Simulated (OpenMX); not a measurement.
## Sb in OpenMX: the effect of dispersion

Sb:

```
CELL_PARAMETERS angstrom
0.00000 2.37124 2.37124
2.37124 0.00000 2.37124
2.37124 2.37124 0.00000
ATOMIC_POSITIONS crystal
Sb 0.00000 0.00000 0.00000
```

This isn't the form of Sb at room conditions, which is rhombohedral.

Alike in all runs:

| Property | Result |
| --- | --- |
| Program | OpenMX 3.8.5 |
| Task | single point |
| Functional | PBE |
| Potentials or basis | OpenMX 2013 PBE set, Sb7.0-s3p2d2, grid cutoff 500 Ry |
| k mesh | 7 × 7 × 7 |
| Occupations | fermi-dirac, width 0.05 eV |
| Spin | no spin polarisation |

```csv
dispersion,pressure (GPa)
none,?
D3,1.4
D3(BJ),0.2
D4,0.2
```

**Question.** What does the run with dispersion none give?

**Answer.** Pressure 3.3 GPa.

Caveats: the basis of atomic orbitals isn't converged, which shifts pressures, moduli and gaps; pairwise dispersion overbinds metals, which lowers pressure and volume (some runs).
